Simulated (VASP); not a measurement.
The system is Rh.

```
CELL_PARAMETERS angstrom
2.73098 0.00000 0.00000
-1.36549 2.36510 0.00000
0.00000 0.00000 4.42849
ATOMIC_POSITIONS crystal
Rh 0.33333 0.66667 0.25000
Rh 0.66667 0.33333 0.75000
```

This isn't the form of Rh at room conditions, which is fcc.

- Program: VASP 6.6.1
- Task: relaxation of cell and atoms
- Functional: r2SCAN
- Dispersion: rVV10
- Potentials or basis: VASP PAW PBE potentials, release 64 (Rh_pv)
- Cutoff: 600 eV
- k mesh: 11 × 11 × 6
- Occupations: methfessel-paxton, width 0.1 eV
- Spin: no spin polarisation

At the start: pressure -11.2 GPa; volume 14.30 Å³/atom.

Problem. How do energy, volume and symmetry change on relaxing?

Solution. Over 9 steps the energy falls by 22.2 meV/atom and the volume is 13.70 Å³/atom (-4.2 %); space group P6_3/mmc (No. 194, to 0.05 Å).

Step by step:
| step | energy change (eV) | largest force (eV/Å) | pressure (GPa) | volume (Å³) |
| --- | --- | --- | --- | --- |
| 1 | 0.0000 | 0.0000 | -11.19 | 28.60 |
| 2 | 0.2625 | 0.0000 | 39.97 | 24.67 |
| 3 | -0.0442 | 0.0000 | -0.47 | 27.44 |
| 4 | -0.0443 | 0.0000 | -0.07 | 27.41 |
| 5 | -0.0443 | 0.0000 | 0.18 | 27.38 |
| 6 | -0.0443 | 0.0000 | -0.38 | 27.44 |
| 7 | -0.0443 | 0.0000 | -0.05 | 27.40 |
| 8 | -0.0443 | 0.0000 | -0.07 | 27.41 |
| 9 | -0.0443 | 0.0000 | 0.02 | 27.40 |

Final structure:
```yaml
crystal:
  lattice:
    - [2.69444, 0.00000, 0.00000]
    - [-1.34722, 2.33345, 0.00000]
    - [0.00000, 0.00000, 4.35746]
  atoms:
    - { symbol: Rh, position: [0.33333, 0.66667, 0.25000] }
    - { symbol: Rh, position: [0.66667, 0.33333, 0.75000] }
```

Caveat: the PAW data sets were made with another functional, which shifts forces and pressure a little.
